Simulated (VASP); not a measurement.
# BeTe (P6_3/mmc) in VASP: relaxation of cell and atoms with PBE

Aim: the relaxation of cell and atoms of BeTe with PBE.

All numbers are computed with VASP 6.6.1; they aren't measurements. Logs are shortened: lines on timing, memory, paths and dates and some standing lists are left out, and cuts for length are marked.

### 1 The structure

Symmetry: P6_3/mmc, No. 194, hexagonal system. The conventional cell has a = 3.830 Å, b = 3.830 Å, c = 6.751 Å, α = 90.00°, β = 90.00°, γ = 120.00°. Be (site symmetry -3m) has 6 Te at 2.78 Å as nearest neighbours. Around Te (site symmetry -6m2) lie 6 Be at 2.78 Å.

The cell was built by a generator and needn't be a form met in nature.

### 2 Relaxation of cell and atoms, PBE

INCAR

```
SYSTEM = BeTe
ALGO = Fast ; EDIFF = 1E-4
EDIFFG = -0.08 ; ENCUT = 520
GGA = PE ; IBRION = 2
ISIF = 3 ; ISMEAR = 0
LASPH = .True. ; LCHARG = .False.
LREAL = .False. ; LWAVE = .False.
NELM = 60 ; NSW = 24
PREC = Normal ; SIGMA = 0.15
```

KPOINTS

```
k-points
0
Gamma
  5 5 3
  0 0 0
```

POSCAR

```
BeTe
1.0
    3.8302133100      0.0000000000      0.0000000000
   -1.9151066600      3.3170620300      0.0000000000
    0.0000000000      0.0000000000      6.7511486000
Be Te
2 2
Direct
    0.0000000000      0.0000000000      0.0000000000
    0.0000000000      0.0000000000      0.5000000000
    0.3333333300      0.6666666700      0.2500000000
    0.6666666700      0.3333333300      0.7500000000
```

Potentials or basis: VASP PAW PBE potentials, release 64 (Be, Te).

The run is started by

```console
> cat potpaw_PBE.64/Be/POTCAR potpaw_PBE.64/Te/POTCAR > POTCAR
> mpirun -np 1 vasp_std > vasp.out
```

OUTCAR:

```text
SYSTEM = BeTe
   EDIFF = 1E-4
   EDIFFG = -0.08
   ENCUT = 520
   GGA = PE
   IBRION = 2
   ISIF = 3
   ISMEAR = 0
   LASPH = .True.
   LREAL = .False.
   NELM = 60
   NSW = 24
   PREC = Normal

 ion  position               nearest neighbor table
   1  0.000  0.000  0.000-   3 2.78   4 2.78   4 2.78   3 2.78   4 2.78   3 2.78
   2  0.000  0.000  0.500-   3 2.78   4 2.78   4 2.78   3 2.78   4 2.78   3 2.78
   3  0.333  0.667  0.250-   1 2.78   2 2.78   1 2.78   2 2.78   1 2.78   2 2.78
   4  0.667  0.333  0.750-   1 2.78   2 2.78   1 2.78   2 2.78   1 2.78   2 2.78

  LATTYP: Found a hexagonal cell.
 ALAT       =     3.8302133100
 C/A-ratio  =     1.7626038170

  Lattice vectors:

 A1 = (   3.8302133100,   0.0000000000,   0.0000000000)
 A2 = (  -1.9151066600,   3.3170620300,   0.0000000000)
 A3 = (   0.0000000000,   0.0000000000,   6.7511486000)

Analysis of symmetry for initial positions (statically):
=====================================================================
 Subroutine PRICEL returns:
 Original cell was already a primitive cell.

 Routine SETGRP: Setting up the symmetry group for a
 hexagonal supercell.

 Subroutine GETGRP returns: Found 24 space group operations
 (whereof 12 operations were pure point group operations)
 out of a pool of 24 trial point group operations.

The static configuration has the point symmetry D_3d.
 The point group associated with its full space group is D_6h.

Analysis of symmetry for dynamics (positions and initial velocities):
=====================================================================
 Subroutine PRICEL returns:
 Original cell was already a primitive cell.

 Routine SETGRP: Setting up the symmetry group for a
 hexagonal supercell.

 Subroutine GETGRP returns: Found 24 space group operations
 (whereof 12 operations were pure point group operations)
 out of a pool of 24 trial point group operations.

The dynamic configuration has the point symmetry D_3d.
 The point group associated with its full space group is D_6h.

 Subroutine INISYM returns: Found 24 space group operations
 (whereof 12 operations are pure point group operations),
 and found     1 'primitive' translations

----------------------------------------------------------------------------------------

                                     Primitive cell

  volume of cell :      85.7737

  direct lattice vectors                    reciprocal lattice vectors
     3.830213310  0.000000000  0.000000000     0.261082065  0.150735801  0.000000000
    -1.915106660  3.317062030  0.000000000     0.000000000  0.301471601  0.000000000
     0.000000000  0.000000000  6.751148600     0.000000000  0.000000000  0.148122943

  length of vectors
     3.830213310  3.830213314  6.751148600     0.301471601  0.301471601  0.148122943

  position of ions in fractional coordinates (direct lattice)
     0.000000000  0.000000000  0.000000000
     0.000000000  0.000000000  0.500000000
     0.333333330  0.666666670  0.250000000
     0.666666670  0.333333330  0.750000000

  ion indices of the primitive-cell ions
   primitive index   ion index
                 1           1
                 2           2
                 3           3
                 4           4

----------------------------------------------------------------------------------------

 KPOINTS: k-points

Automatic generation of k-mesh.
 Grid dimensions read from file:
 generate k-points for:    5    5    3

 Generating k-lattice:

  Cartesian coordinates                     Fractional coordinates (reciprocal lattice)
     0.052216413  0.030147160  0.000000000     0.200000000 -0.000000000  0.000000000
     0.000000000  0.060294320  0.000000000     0.000000000  0.200000000  0.000000000
     0.000000000  0.000000000  0.049374314     0.000000000  0.000000000  0.333333333

  Length of vectors
     0.060294320  0.060294320  0.049374314

  Shift w.r.t. Gamma in fractional coordinates (k-lattice)
     0.000000000  0.000000000  0.000000000

 Subroutine IBZKPT returns following result:
 ===========================================

 Found     10 irreducible k-points:

 Following reciprocal coordinates:
            Coordinates               Weight
  0.000000  0.000000  0.000000      1.000000
  0.200000 -0.000000  0.000000      6.000000
  0.400000  0.000000  0.000000      6.000000
  0.200000  0.200000  0.000000      6.000000
  0.400000  0.200000  0.000000      6.000000
  0.000000  0.000000  0.333333      2.000000
  0.200000 -0.000000  0.333333     12.000000
  0.400000  0.000000  0.333333     12.000000
  0.200000  0.200000  0.333333     12.000000
  0.400000  0.200000  0.333333     12.000000
   k-points           NKPTS =     10   k-points in BZ     NKDIM =     10   number of bands    NBANDS=     12
   number of dos      NEDOS =    301   number of ions     NIONS =      4
   total plane-waves  NPLWV =  23040
   dimension x,y,z NGX =    24 NGY =   24 NGZ =   40
   dimension x,y,z NGXF=    48 NGYF=   48 NGZF=   80
   ions per type =               2   2
   NGX,Y,Z   is equivalent  to a cutoff of  10.42, 10.42,  9.85 a.u.
   NGXF,Y,Z  is equivalent  to a cutoff of  20.83, 20.83, 19.70 a.u.
 SYSTEM =  BeTe
   PREC   = normal    normal or accurate (medium, high low for compatibility)
   ISTART =      0    job   : 0-new  1-cont  2-samecut
   ICHARG =      2    charge: 1-file 2-atom 10-const
   ISPIN  =      1    spin polarized calculation?
   LNONCOLLINEAR =      F non collinear calculations
   LSORBIT =      F    spin-orbit coupling
   LASPH  =      T    aspherical Exc in radial PAW
   ENCUT  =  520.0 eV  38.22 Ry    6.18 a.u.   7.12  7.12 12.55*2*pi/ulx,y,z
   NELM   =     60;   NELMIN=  2; NELMDL= -5     # of ELM steps
   EDIFF  = 0.1E-03   stopping-criterion for ELM
   LREAL  =      F    real-space projection
   EDIFFG = -.8E-01   stopping-criterion for IOM
   NSW    =     24    number of steps for IOM
   IBRION =      2    ionic relax: 0-MD 1-quasi-New 2-CG
   NFREE  =      1    steps in history (QN), initial steepest desc. (CG)
   ISIF   =      3    stress and relaxation
   ISYM   =      2    0-nonsym 1-usesym 2-fastsym
   POTIM  = 0.5000    time-step for ionic-motion
   TEBEG  =    0.0;   TEEND  =   0.0 temperature during run
   PSTRESS=    0.0 pullay stress
   NELECT =      16.0000    total number of electrons
   NUPDOWN=      -1.0000    fix difference up-down
   EMIN   =  10.00;   EMAX   =-10.00  energy-range for DOS
   EFERMI =   0.00;   METHOD = LEGACY
   ISMEAR =     0;   SIGMA  =   0.15  broadening in eV -4-tet -1-fermi 0-gaus
   EFERMI_NEDOS =   21; number of points for ismear=-14 and -15
   IALGO  =     68    algorithm
   IMIX   =      4    mixing-type and parameters
     AMIX     =   0.40;   BMIX     =  1.00
     AMIX_MAG =   1.60;   BMIX_MAG =  1.00
  volume/ion in A,a.u.               =      21.44       144.71
  Fermi-wavevector in a.u.,A,eV,Ry     =   0.935399  1.767647 11.904699  0.874971
  Thomas-Fermi vector in A             =   2.062302
   LORBIT       =      0    0 simple, 1 ext, 2 COOP (PROOUT), +10 PAW based schemes
   GGA     = PE    functional components
   LHFCALC =     F    Hartree Fock is set to
   AEXX    =    0.0000 exact exchange contribution
   IVDW    =     0    specifies the selected vdW correction
   LEPSILON=     F    determine dielectric tensor
   LRPA    =     F    only Hartree local field effects (RPA)
 conjugate gradient relaxation of ions
 non-spin polarized calculation
 RMM-DIIS sequential band-by-band and
 Gauss-broadening in eV      SIGMA  =   0.15
  energy-cutoff  :      520.00
  volume of cell :       85.77
 maximum number of plane-waves:      2327
   NGX = 15   NGY = 15   NGZ = 25

--------------------------------------- Ionic step        1  -------------------------------------------

 number of electron      15.9999992 magnetization

 Free energy of the ion-electron system (eV)
  ---------------------------------------------------
  ext. energy  EPLUGINS =         0.00000000
  ---------------------------------------------------
  free energy    TOTEN  =       -12.88670668 eV

  energy without entropy =      -12.87505717  energy(sigma->0) =      -12.88088193

------------------------ aborting loop because EDIFF is reached ----------------------------------------

  FORCE on cell =-STRESS in cart. coord.  units (eV):
  Direction    XX          YY          ZZ          XY          YZ          ZX
  --------------------------------------------------------------------------------------
  -------------------------------------------------------------------------------------
  Total       -1.2181342     -1.2181342     -6.3676815      0.0000000      0.0000000      0.0000000
  in kB      -22.7536723    -22.7536724   -118.9426730      0.0000000      0.0000000      0.0000000
  external PRESSURE =     -54.8166726 kB  Pullay stress =       0.0000000 kB
[... 61 lines left out ...]
  energy  without entropy=      -13.1966549779  energy(sigma->0) =      -13.19783789

--------------------------------------- Ionic step        3  -------------------------------------------

 number of electron      15.9999998 magnetization

 E-fermi :   7.5300     XC(G=0): -10.0089

 val. band max:        7.4024949728   @ k =   0.0000   0.0000   0.0000
 cond. band min:       7.7164365163   @ k =   0.2000  -0.0000   0.0000
 fundamental gap:      0.3139415434
 Fermi energy:         7.5300072287

 k-point     1 :       0.0000    0.0000    0.0000
  band No.  band energies     occupation
      1      -6.0176      2.00000
      2      -4.0639      2.00000
      3       0.5842      2.00000
      4       6.9496      2.00000
      5       6.9496      2.00000
      6       7.2185      1.99668
      7       7.2185      1.99668
      8       7.4025      1.77071
      9      10.1418      0.00000
     10      10.1617      0.00000
     11      11.2118      0.00000
     12      11.2118      0.00000
[... 282 lines left out ...]
  energy  without entropy=      -13.2133328673  energy(sigma->0) =      -13.21745660

--------------------------------------- Ionic step        7  -------------------------------------------

 number of electron      15.9999997 magnetization

 Free energy of the ion-electron system (eV)
  ---------------------------------------------------
  ext. energy  EPLUGINS =         0.00000000
  ---------------------------------------------------
  free energy    TOTEN  =       -13.22251694 eV

  energy without entropy =      -13.21288394  energy(sigma->0) =      -13.21770044

 E-fermi :   7.2917     XC(G=0):  -9.9247

 val. band max:        7.1367221635   @ k =   0.2000  -0.0000   0.0000
 cond. band min:       7.3543499919   @ k =   0.2000  -0.0000   0.0000
 fundamental gap:      0.2176278284
 Fermi energy:         7.2916712949

 k-point     1 :       0.0000    0.0000    0.0000
  band No.  band energies     occupation
      1      -6.1118      2.00000
      2      -4.0599      2.00000
      3       0.5805      2.00000
      4       6.5081      2.00000
      5       6.5081      2.00000
      6       6.7475      2.00000
      7       6.7475      2.00000
      8       7.5453      0.01679
      9       9.5125      0.00000
     10       9.5643      0.00000
     11      10.8863      0.00000
     12      10.8863      0.00000
[... 164 lines left out ...]
  FREE ENERGIE OF THE ION-ELECTRON SYSTEM (eV)
  ---------------------------------------------------
  free  energy   TOTEN  =       -13.2225169419 eV

  energy  without entropy=      -13.2128839370  energy(sigma->0) =      -13.21770044

 reached required accuracy - stopping structural energy minimisation
```

Run time: 16 s. Hardware: 1 thread of Intel Xeon 6975P-C (Granite Rapids), shared host; peak memory 0.16 GiB.

What came out:

* Free energy: -13.2225 eV
* Relaxed volume: 19.32 Å³/atom
* Relaxed cell: a = 3.838 Å, b = 3.838 Å, c = 6.058 Å, α = 90.00°, β = 90.00°, γ = 120.00°
* Space group after relaxing (to 0.05 Å): P6_3/mmc (No. 194)
* Energy gained by relaxing: 84.0 meV/atom
* Ionic steps: 7
* Pressure after relaxing: 0.0 GPa
* Band gap on the k mesh: none (metal or under the smearing width)

Step by step:
| step | energy change (eV) | largest force (eV/Å) | pressure (GPa) | volume (Å³) |
| --- | --- | --- | --- | --- |
| 1 | 0.0000 | 0.0000 | -5.48 | 85.77 |
| 2 | -0.3123 | 0.0000 | 0.02 | 76.88 |
| 3 | -0.3152 | 0.0000 | 1.39 | 75.78 |
| 4 | -0.3153 | 0.0000 | 1.10 | 76.00 |
| 5 | -0.3319 | 0.0000 | 0.18 | 77.07 |
| 6 | -0.3349 | 0.0000 | -0.43 | 77.78 |
| 7 | -0.3358 | 0.0000 | 0.05 | 77.28 |

Final structure:
```
Be Te
1.0
     3.83815    0.00000    0.00000
    -1.91908    3.32394    0.00000
     0.00000    0.00000    6.05759
Be Te
2 2
Cartesian
  0.0000 0.0000 0.0000
  0.0000 0.0000 3.0288
  0.0000 2.2160 1.5144
  1.9191 1.1080 4.5432
```

Levels at points of the mesh, in eV from the Fermi level:
```csv
k point,band 4,band 5,band 6,band 7,band 8,band 9,band 10,band 11,band 12
"(0.00, 0.00, 0.00)",-0.78,-0.78,-0.54,-0.54,0.25,2.22,2.27,3.59,3.59
```

Caveat: the k mesh is coarse (spacing up to 0.38 Å⁻¹), so the values aren't converged; the relaxation stopped at a loose force limit of 0.08 eV/Å, so its end isn't a converged minimum.
